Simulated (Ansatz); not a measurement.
## SiO$_{2}$ at several levels of theory

One geometry, relaxed with PBE, and single points on it; plane waves with PAW potentials in Ansatz, scalar-relativistic unless the row names spin-orbit coupling. No spin polarisation. Meshes are on the primitive cell of 6 atoms. Gaps are the least over mesh and band path; pressure is positive in compression. Smearing is Gaussian, 0.02 eV.

```xyz
6
Lattice="-2.5134 2.5134 3.6894 2.5134 -2.5134 3.6894 2.5134 2.5134 -3.6894" Properties=species:S:1:pos:R:3 pbc="T T T"
Si    0.0000    0.0000    0.0000
Si    0.0000    2.5134    1.8447
O     1.2567    2.9759    2.7670
O     0.4625    1.2567    0.9223
O    -1.2567    2.0509    2.7670
O    -0.4625    3.7701    0.9223
```

```json
{"level": "PBE", "cutoff (eV)": "420", "k mesh": "6×6×6", "gap (eV)": "5.73", "pressure (GPa)": "0.0", "rough cost with bands (core-min)": "1.9"}
```

Problem. What do r2SCAN, PBEsol give on the same cell?

Solution.
```json
{"level": "r2SCAN", "cutoff (eV)": "500", "k mesh": "6×6×6", "gap (eV)": "6.37", "pressure (GPa)": "-4.3", "rough cost with bands (core-min)": "2.7"}
{"level": "PBEsol", "cutoff (eV)": "420", "k mesh": "6×6×6", "gap (eV)": "5.71", "pressure (GPa)": "-2.1", "rough cost with bands (core-min)": "1.9"}
```

This form isn't the usual stable structure of the compound.